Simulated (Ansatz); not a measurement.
Runs of Ansatz 0.2.0 on Ta. It takes space group P6_3/mmc (No. 194, hexagonal). Conventional cell: a = 2.900 Å, b = 2.900 Å, c = 5.166 Å, α = 90.00°, β = 90.00°, γ = 120.00°. Around Ta (site symmetry -6m2) lie 12 Ta at 2.90 to 3.08 Å. This isn't the form of Ta at room conditions, which is bcc.

```tsv
level	pressure (GPa)	relaxed volume (Å³/atom)
PBEsol	0.0	(a)
revPBE	0.0	18.96
BLYP	0.0	19.35
RPBE	0.0	(b)
LDA	0.0	17.67
PBE	0.0	18.73
```

Alike in all rows: task relaxation of cell and atoms; potentials or basis all-electron LAPW, scalar-relativistic; no spin polarisation; cell relaxed; k mesh 11 × 11 × 5; smearing fermi-dirac 0.05 eV; basis error allowed 0.001 eV/atom.

Q: Estimate the missing entries.

A: (a) 18.10; (b) 19.05.
